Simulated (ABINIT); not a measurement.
Write the native input for ABINIT 10.8.3 (patched build) that does the following.

```
Task                : single point
Functional          : PBE
Potentials or basis : PseudoDojo NC SR PBE v0.4.1 standard
Cutoff              : 952 eV
k mesh              : 7 × 7 × 7
Occupations         : fermi-dirac, width 0.05 eV
Spin                : no spin polarisation
```

The system is HfN.

```
Hf N
1.0
     0.00000    2.45482    2.45482
     2.45482    0.00000    2.45482
     2.45482    2.45482    0.00000
Hf N
1 1
Direct
  0.00000 0.00000 0.00000
  0.25000 0.25000 0.25000
```

The cell comes from a database or a generator and needn't be the stable form of this composition.

One way to write it, as run:

run.abi

```
# Pseudopotentials
pp_dirpath "./"
pseudos "Hf.upf, N.upf"

# Structure
acell 6.5604536516 6.5604536516 6.5604536516
rprim
     0.0000000000     0.7071067812     0.7071067812
     0.7071067812     0.0000000000     0.7071067812
     0.7071067812     0.7071067812     0.0000000000
ntypat 2
znucl 72 7
natom 2
typat 1 2
xred
     0.0000000000     0.0000000000     0.0000000000
     0.2500000000     0.2500000000     0.2500000000

# Plane-wave basis
ecut 35.0

# k points
kptopt 1
ngkpt 7 7 7
nshiftk 1
shiftk 0.0 0.0 0.0

# Exchange and correlation
ixc 11

# Bands and occupations
nband 13
occopt 3
tsmear 0.05 eV

# SCF cycle
nstep 100
tolvrs 1.0e-10

# Output
iomode 3
prtwf 0
prtden 0
prteig 0
prtebands 0
```

Potentials or basis: PseudoDojo NC SR PBE v0.4.1 standard.

The run is started by

```console
$ mpirun --bind-to none -np 4 abinit run.abi > log 2>&1
```

Results of the run:

```yaml
Pressure: -0.2 GPa
Band_gap_on_the_k_mesh: none (metal or under the smearing width)
Valence_electrons_inside_the_program's_atomic_spheres: Hf 8.42; N 5.25
```

Run time: 6.2 s on 4 MPI ranks on Arm Neoverse V2, on a shared host, peak memory 0.24 GiB a rank.
